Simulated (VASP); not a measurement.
# Pd (Fm-3m) in VASP: a series of runs

One crystal, Pd, is run at these levels: r2SCAN+rVV10; tasks: relaxation of cell and atoms.

All numbers are computed with VASP 6.6.1; they aren't measurements. Logs are shortened: lines on timing, memory, paths and dates and some standing lists are left out, and cuts for length are marked.

## 1. The structure

It takes space group Fm-3m (No. 225, cubic). Conventional cell: a = 3.893 Å, b = 3.893 Å, c = 3.893 Å, α = 90.00°, β = 90.00°, γ = 90.00°. Pd (site symmetry m-3m) is surrounded by 12 Pd at 2.75 Å.

## 2. Relaxation of cell and atoms, r2SCAN+rVV10

INCAR

```
PREC = Accurate
ENCUT = 600
EDIFF = 1E-6
ISMEAR = 1
SIGMA = 0.1
LREAL = False
LASPH = True
NELM = 80
ALGO = Normal
ISIF = 3
LWAVE = False
LCHARG = False
METAGGA = R2SCAN
LMIXTAU = True
LUSE_VDW = True
IVDW_NL = 2
BPARAM = 11.95
CPARAM = 0.0093
IBRION = 2
NSW = 90
EDIFFG = -0.01
```

KPOINTS

```
Automatic mesh
0
Gamma
  16 16 16
```

POSCAR

```
Pd
1.0
    0.0000000000      1.9465000000      1.9465000000
    1.9465000000      0.0000000000      1.9465000000
    1.9465000000      1.9465000000      0.0000000000
Pd
1
Direct
    0.0000000000      0.0000000000      0.0000000000
```

Potentials or basis: VASP PAW PBE potentials, release 64 (Pd).

Started as:

```
$ cat potpaw_PBE.64/Pd/POTCAR > POTCAR
$ mpirun -np 1 vasp_std > vasp.out
```

OUTCAR:

```text
PREC = Accurate
   ENCUT = 600
   EDIFF = 1E-6
   ISMEAR = 1
   LREAL = False
   LASPH = True
   NELM = 80
   ISIF = 3
   METAGGA = R2SCAN
   IVDW_NL = 2
   BPARAM = 11.95
   IBRION = 2
   NSW = 90
   EDIFFG = -0.01

 ion  position               nearest neighbor table
   1  0.000  0.000  0.000-

  LATTYP: Found a face centered cubic cell.
 ALAT       =     3.8930000000

  Lattice vectors:

 A1 = (   0.0000000000,   1.9465000000,   1.9465000000)
 A2 = (   1.9465000000,   0.0000000000,   1.9465000000)
 A3 = (   1.9465000000,   1.9465000000,   0.0000000000)

Analysis of symmetry for initial positions (statically):
=====================================================================
 Subroutine PRICEL returns:
 Original cell was already a primitive cell.

 Routine SETGRP: Setting up the symmetry group for a
 face centered cubic supercell.

 Subroutine GETGRP returns: Found 48 space group operations
 (whereof 48 operations were pure point group operations)
 out of a pool of 48 trial point group operations.

The static configuration has the point symmetry O_h .

Analysis of symmetry for dynamics (positions and initial velocities):
=====================================================================
 Subroutine PRICEL returns:
 Original cell was already a primitive cell.

 Routine SETGRP: Setting up the symmetry group for a
 face centered cubic supercell.

 Subroutine GETGRP returns: Found 48 space group operations
 (whereof 48 operations were pure point group operations)
 out of a pool of 48 trial point group operations.

The dynamic configuration has the point symmetry O_h .

 Subroutine INISYM returns: Found 48 space group operations
 (whereof 48 operations are pure point group operations),
 and found     1 'primitive' translations

----------------------------------------------------------------------------------------

                                     Primitive cell

  volume of cell :      14.7500

  direct lattice vectors                    reciprocal lattice vectors
     0.000000000  1.946500000  1.946500000    -0.256871307  0.256871307  0.256871307
     1.946500000  0.000000000  1.946500000     0.256871307 -0.256871307  0.256871307
     1.946500000  1.946500000  0.000000000     0.256871307  0.256871307 -0.256871307

  length of vectors
     2.752766699  2.752766699  2.752766699     0.444914156  0.444914156  0.444914156

  position of ions in fractional coordinates (direct lattice)
     0.000000000  0.000000000  0.000000000

  ion indices of the primitive-cell ions
   primitive index   ion index
                 1           1

----------------------------------------------------------------------------------------

 KPOINTS: Automatic mesh

Automatic generation of k-mesh.
 Grid dimensions read from file:
 generate k-points for:   16   16   16

 Generating k-lattice:

  Cartesian coordinates                     Fractional coordinates (reciprocal lattice)
    -0.016054457  0.016054457  0.016054457     0.062500000  0.000000000  0.000000000
     0.016054457 -0.016054457  0.016054457     0.000000000  0.062500000  0.000000000
     0.016054457  0.016054457 -0.016054457     0.000000000  0.000000000  0.062500000

  Length of vectors
     0.027807135  0.027807135  0.027807135

  Shift w.r.t. Gamma in fractional coordinates (k-lattice)
     0.000000000  0.000000000  0.000000000

 Subroutine IBZKPT returns following result:
 ===========================================

 Found    145 irreducible k-points:

 Following reciprocal coordinates:
            Coordinates               Weight
  0.000000  0.000000  0.000000      1.000000
  0.062500  0.000000  0.000000      8.000000
  0.125000  0.000000  0.000000      8.000000
  0.187500  0.000000  0.000000      8.000000
  0.250000  0.000000  0.000000      8.000000
  0.312500  0.000000  0.000000      8.000000
[... 16 lines left out ...]
 -0.125000  0.062500  0.000000     24.000000
 -0.062500  0.062500  0.000000     12.000000
 [... further k-points ...]
   k-points           NKPTS =    145   k-points in BZ     NKDIM =    145   number of bands    NBANDS=      9
   number of dos      NEDOS =    301   number of ions     NIONS =      1
   total plane-waves  NPLWV =  13824
   dimension x,y,z NGX =    24 NGY =   24 NGZ =   24
   dimension x,y,z NGXF=    48 NGYF=   48 NGZF=   48
   ions per type =               1
   NGX,Y,Z   is equivalent  to a cutoff of  14.49, 14.49, 14.49 a.u.
   NGXF,Y,Z  is equivalent  to a cutoff of  28.99, 28.99, 28.99 a.u.
 SYSTEM =  unknown system
   PREC   = accura    normal or accurate (medium, high low for compatibility)
   ISTART =      0    job   : 0-new  1-cont  2-samecut
   ICHARG =      2    charge: 1-file 2-atom 10-const
   ISPIN  =      1    spin polarized calculation?
   LNONCOLLINEAR =      F non collinear calculations
   LSORBIT =      F    spin-orbit coupling
   LASPH  =      T    aspherical Exc in radial PAW
   ENCUT  =  600.0 eV  44.10 Ry    6.64 a.u.   5.50  5.50  5.50*2*pi/ulx,y,z
   NELM   =     80;   NELMIN=  2; NELMDL= -5     # of ELM steps
   EDIFF  = 0.1E-05   stopping-criterion for ELM
   LREAL  =      F    real-space projection
   EDIFFG = -.1E-01   stopping-criterion for IOM
   NSW    =     90    number of steps for IOM
   IBRION =      2    ionic relax: 0-MD 1-quasi-New 2-CG
   NFREE  =      1    steps in history (QN), initial steepest desc. (CG)
   ISIF   =      3    stress and relaxation
   ISYM   =      2    0-nonsym 1-usesym 2-fastsym
   POTIM  = 0.5000    time-step for ionic-motion
   TEBEG  =    0.0;   TEEND  =   0.0 temperature during run
   PSTRESS=    0.0 pullay stress
   NELECT =      10.0000    total number of electrons
   NUPDOWN=      -1.0000    fix difference up-down
   EMIN   =  10.00;   EMAX   =-10.00  energy-range for DOS
   EFERMI =   0.00;   METHOD = LEGACY
   ISMEAR =     1;   SIGMA  =   0.10  broadening in eV -4-tet -1-fermi 0-gaus
   EFERMI_NEDOS =   21; number of points for ismear=-14 and -15
   IALGO  =     38    algorithm
   IMIX   =      4    mixing-type and parameters
     AMIX     =   0.40;   BMIX     =  1.00
     AMIX_MAG =   1.60;   BMIX_MAG =  1.00
  volume/ion in A,a.u.               =      14.75        99.54
  Fermi-wavevector in a.u.,A,eV,Ry     =   1.438171  2.717748 28.141404  2.068335
  Thomas-Fermi vector in A             =   2.557167
   LORBIT       =      0    0 simple, 1 ext, 2 COOP (PROOUT), +10 PAW based schemes
   METAGGA = R2SCAN    functional components
   LHFCALC =     F    Hartree Fock is set to
   AEXX    =    0.0000 exact exchange contribution
   IVDW_NL    =     2    kernel type
   BPARAM     =11.9500
   IVDW    =     0    specifies the selected vdW correction
   LEPSILON=     F    determine dielectric tensor
   LRPA    =     F    only Hartree local field effects (RPA)
 conjugate gradient relaxation of ions
 non-spin polarized calculation
 Methfessel and Paxton  Order N= 1 SIGMA  =   0.10
  energy-cutoff  :      600.00
  volume of cell :       14.75
 maximum number of plane-waves:       531
 NGX is ok and might be reduce to    24

--------------------------------------- Ionic step        1  -------------------------------------------

 number of electron      10.0000000 magnetization

 number of electron       9.9999999 magnetization

 Free energy of the ion-electron system (eV)
  ---------------------------------------------------
  ext. energy  EPLUGINS =         0.00000000
  ---------------------------------------------------
  free energy    TOTEN  =       -22.67604246 eV

  energy without entropy =      -22.67574986  energy(sigma->0) =      -22.67594493

------------------------ aborting loop because EDIFF is reached ----------------------------------------

  FORCE on cell =-STRESS in cart. coord.  units (eV):
  Direction    XX          YY          ZZ          XY          YZ          ZX
  --------------------------------------------------------------------------------------
  -------------------------------------------------------------------------------------
  Total        0.0635161      0.0635161      0.0635161      0.0000000      0.0000000     -0.0000000
  in kB        6.8992381      6.8992381      6.8992381      0.0000000      0.0000000     -0.0000000
  external PRESSURE =       6.8992381 kB  Pullay stress =       0.0000000 kB

 VOLUME and BASIS-vectors are now :
 -----------------------------------------------------------------------------
  energy-cutoff  :      600.00
  volume of cell :       14.75
      direct lattice vectors                 reciprocal lattice vectors
     0.000000000  1.946500000  1.946500000    -0.256871307  0.256871307  0.256871307
     1.946500000  0.000000000  1.946500000     0.256871307 -0.256871307  0.256871307
     1.946500000  1.946500000  0.000000000     0.256871307  0.256871307 -0.256871307
[... 106 lines left out ...]
 POSITION                                       TOTAL-FORCE (eV/Angst)
 -----------------------------------------------------------------------------------
      3.89853      3.89853      3.89853         0.000000      0.000000      0.000000
 -----------------------------------------------------------------------------------
    total drift:                               -0.000000     -0.000000      0.000000

  FREE ENERGIE OF THE ION-ELECTRON SYSTEM (eV)
  ---------------------------------------------------
  free  energy   TOTEN  =       -22.6761401268 eV

  energy  without entropy=      -22.6758225997  energy(sigma->0) =      -22.67603428

--------------------------------------- Ionic step        5  -------------------------------------------

 number of electron       9.9999999 magnetization

 Free energy of the ion-electron system (eV)
  ---------------------------------------------------
  ext. energy  EPLUGINS =         0.00000000
  ---------------------------------------------------
  free energy    TOTEN  =       -22.67614544 eV

  energy without entropy =      -22.67582805  energy(sigma->0) =      -22.67603964

 E-fermi :   9.5466     XC(G=0): -14.1357

 val. band max:        9.5327569555   @ k =   0.5000   0.1250   0.0000
 cond. band min:       9.5507282537   @ k =  -0.3125   0.3750   0.1875
 fundamental gap:      0.0179712982
 Fermi energy:         9.5465941344

 k-point     1 :       0.0000    0.0000    0.0000
  band No.  band energies     occupation
      1       2.3446      2.00000
      2       6.6378      2.00000
      3       6.6378      2.00000
      4       6.6378      2.00000
      5       8.2427      2.00000
      6       8.2427      2.00000
      7      27.5307      0.00000
      8      32.0001      0.00000
      9      32.4941      0.00000

 k-point     2 :       0.0625    0.0000    0.0000
  band No.  band energies     occupation
      1       2.4913      2.00000
      2       6.5863      2.00000
      3       6.6886      2.00000
      4       6.6886      2.00000
      5       8.2188      2.00000
      6       8.2188      2.00000
      7      27.6806      0.00000
      8      31.5030      0.00000
      9      32.0354      0.00000
[... 253 lines left out ...]
 k-point    24 :      -0.0625    0.0625    0.0000
  band No.  band energies     occupation
      1       2.7295      2.00000
      2       6.4868      2.00000
      3       6.7587      2.00000
      4       6.7979      2.00000
      5       8.1057      2.00000
      6       8.2688      2.00000
      7      27.8957      0.00000
      8      30.5943      0.00000
      9      32.0276      0.00000

 [... further k-points ...]

------------------------ aborting loop because EDIFF is reached ----------------------------------------

  FORCE on cell =-STRESS in cart. coord.  units (eV):
  Direction    XX          YY          ZZ          XY          YZ          ZX
  --------------------------------------------------------------------------------------
  -------------------------------------------------------------------------------------
  Total        0.0062290      0.0062290      0.0062290      0.0000000      0.0000000      0.0000000
  in kB        0.6740077      0.6740077      0.6740077      0.0000000      0.0000000      0.0000000
  external PRESSURE =       0.6740077 kB  Pullay stress =       0.0000000 kB

 VOLUME and BASIS-vectors are now :
 -----------------------------------------------------------------------------
  energy-cutoff  :      600.00
  volume of cell :       14.81
      direct lattice vectors                 reciprocal lattice vectors
     0.000000000  1.949000953  1.949000953    -0.256541691  0.256541691  0.256541691
     1.949000953  0.000000000  1.949000953     0.256541691 -0.256541691  0.256541691
     1.949000953  1.949000953  0.000000000     0.256541691  0.256541691 -0.256541691

 POSITION                                       TOTAL-FORCE (eV/Angst)
 -----------------------------------------------------------------------------------
      0.00000      0.00000      0.00000         0.000000      0.000000      0.000000
 -----------------------------------------------------------------------------------
    total drift:                               -0.000000     -0.000000      0.000000

  FREE ENERGIE OF THE ION-ELECTRON SYSTEM (eV)
  ---------------------------------------------------
  free  energy   TOTEN  =       -22.6761454391 eV

  energy  without entropy=      -22.6758280483  energy(sigma->0) =      -22.67603964

 reached required accuracy - stopping structural energy minimisation
```

It took 2.1 min on 1 thread of Intel Xeon 6975P-C (Granite Rapids), shared host; peak memory 0.24 GiB.

Results:

* Free energy: -22.6761 eV
* Relaxed volume: 14.81 Å³/atom
* Relaxed cell: a = 2.756 Å, b = 2.756 Å, c = 2.756 Å, α = 60.00°, β = 60.00°, γ = 60.00°
* Space group after relaxing (to 0.05 Å): Fm-3m (No. 225)
* Energy gained by relaxing: 0.1 meV/atom
* Ionic steps: 5
* Pressure after relaxing: 0.1 GPa
* Band gap on the k mesh: none (metal or under the smearing width)

The path:
```
step  energy change (eV)  largest force (eV/Å)  pressure (GPa)  volume (Å³)
   1              0.0000                0.0000            0.69        14.75
   2              0.0002                0.0000           -1.14        14.89
   3             -0.0001                0.0000            0.20        14.80
   4             -0.0001                0.0000           -0.18        14.81
   5             -0.0001                0.0000            0.07        14.81
```

Final structure:
```cif
data_structure
_symmetry_space_group_name_H-M 'P 1'
_symmetry_Int_Tables_number 1
_cell_length_a 2.7563
_cell_length_b 2.7563
_cell_length_c 2.7563
_cell_angle_alpha 60.000
_cell_angle_beta 60.000
_cell_angle_gamma 60.000
_cell_volume 14.81
loop_
_atom_site_label
_atom_site_type_symbol
_atom_site_fract_x
_atom_site_fract_y
_atom_site_fract_z
_atom_site_occupancy
Pd1 Pd 0.00000 0.00000 0.00000 1
```

Caveat: the PAW data sets were made with another functional, which shifts forces and pressure a little.

## 3. Relaxation of cell and atoms, r2SCAN+rVV10

This run uses another cell than the first one, of 14.81 Å³/atom, 1.004 times its volume.

INCAR: that of step 2 with these lines changed.

```diff
@@ -2,3 +2,3 @@
 ENCUT = 600
-EDIFF = 1E-6
+EDIFF = 1E-7
 ISMEAR = 1
@@ -20,2 +20,2 @@
 NSW = 90
-EDIFFG = -0.01
+EDIFFG = -0.005
```

KPOINTS is that of step 2.

POSCAR

```
Pd                                      
1.0
    0.0000000000      1.9490009530      1.9490009530
    1.9490009530      0.0000000000      1.9490009530
    1.9490009530      1.9490009530      0.0000000000
  Pd            
     1
Direct
     0.0000000000000000    0.0000000000000000    0.0000000000000000
```

Potentials or basis: VASP PAW PBE potentials, release 64 (Pd).

Started as:

```
$ cat potpaw_PBE.64/Pd/POTCAR > POTCAR
$ mpirun -np 1 vasp_std > vasp.out
```

It took 98 s on 1 thread of Intel Xeon 6975P-C (Granite Rapids), shared host; peak memory 0.23 GiB.

It converged, with:

* Free energy: -22.6762 eV
* Relaxed volume: 14.80 Å³/atom
* Relaxed cell: a = 2.756 Å, b = 2.756 Å, c = 2.756 Å, α = 60.00°, β = 60.00°, γ = 60.00°
* Space group after relaxing (to 0.05 Å): Fm-3m (No. 225)
* Energy gained by relaxing: 0.0 meV/atom
* Ionic steps: 3
* Pressure after relaxing: 0.0 GPa
* Band gap on the k mesh: none (metal or under the smearing width)

Final structure:
```
Pd
1.0
     0.00000    1.94866    1.94866
     1.94866    0.00000    1.94866
     1.94866    1.94866    0.00000
Pd
1
Direct
  0.00000 0.00000 0.00000
```

Levels at points of the mesh, in eV from the Fermi level:
```tsv
k point	band 1	band 2	band 3	band 4	band 5	band 6	band 7	band 8	band 9
(0.00, 0.00, 0.00)	-7.21	-2.91	-2.91	-2.91	-1.31	-1.31	17.98	22.45	22.95
(0.50, 0.00, 0.00)	-5.42	-2.99	-2.99	-0.04	-0.04	1.25	7.66	17.37	22.06
(0.50, 0.50, 0.00)	-5.53	-5.25	-0.10	0.30	0.30	3.61	11.25	13.87	13.87
```

Caveat: the PAW data sets were made with another functional, which shifts forces and pressure a little.
